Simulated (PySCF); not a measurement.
**Magnetisability: `InChI=1S/C5H5N/c1-2-4-6-5-3-1/h1-5H/p+1`, charge +1**

Cartesian coordinates in Å; atom numbers follow the order of the lines, from 1:
```xyz
12

C     1.344   -0.052    0.037
C     0.654    1.163    0.028
C    -0.728    1.147   -0.002
N    -1.373   -0.033   -0.022
C    -0.744   -1.222   -0.014
C     0.638   -1.257    0.015
H     2.437   -0.059    0.061
H     1.181    2.118    0.045
H    -1.344    2.048   -0.010
H    -2.393   -0.026   -0.044
H    -1.371   -2.115   -0.033
H     1.152   -2.219    0.022
```

Total charge +1.

The calculation used GIAO BHandHLYP/6-31++G** magnetisability, rotational g tensor and spin-rotation constants, non-relativistic, gas phase in PySCF. Geometry: PBE0-D3(BJ)/def2-SVP.

For an ion the centre-of-mass motion in the field is neglected.

(1) What are the magnetisability and the molar susceptibility?

(2) Split it along the inertial axes a, b, c into diamagnetic and paramagnetic parts about the centre of mass, with the quadrupole moment.

(3) And the rotational g tensor?

Answers

(1) Isotropic -859 × 10⁻³⁰ J/T², or -51.7 × 10⁻⁶ cm³/mol; principal values -1531, -538, -508 × 10⁻³⁰ J/T², anisotropy 1009 × 10⁻³⁰ J/T² (root of half the summed squared differences of the principal values). The susceptibility is in cgs units.

(2) 
| axis | χ (10⁻⁶ cm³/mol) | diamagnetic (10⁻⁶ cm³/mol) | paramagnetic (10⁻⁶ cm³/mol) | summed x² of all electrons (Å²) | quadrupole Θ (D Å) |
| --- | --- | --- | --- | --- | --- |
| a | -30.6 | -272.9 | 242.3 | 56.9 | +11.69 |
| b | -32.4 | -273.6 | 241.2 | 56.8 | +5.89 |
| c | -92.2 | -482.4 | 390.1 | 7.6 | -17.58 |

Anisotropies 2χaa − χbb − χcc = +63.5 and 2χbb − χaa − χcc = +58.0 × 10⁻⁶ cm³/mol. Θ is traceless in Buckingham's convention.

(3) 
| axis | rotational constant (GHz) | g | nuclear part | electronic part |
| --- | --- | --- | --- | --- |
| a | 5.8082 | -0.0538 | 0.6074 | -0.6613 |
| b | 5.6811 | -0.0387 | 0.6051 | -0.6438 |
| c | 2.8720 | +0.0798 | 0.6062 | -0.5264 |

Asymmetric top; isotopes 12C, 1H, 14N; no vibrational averaging.
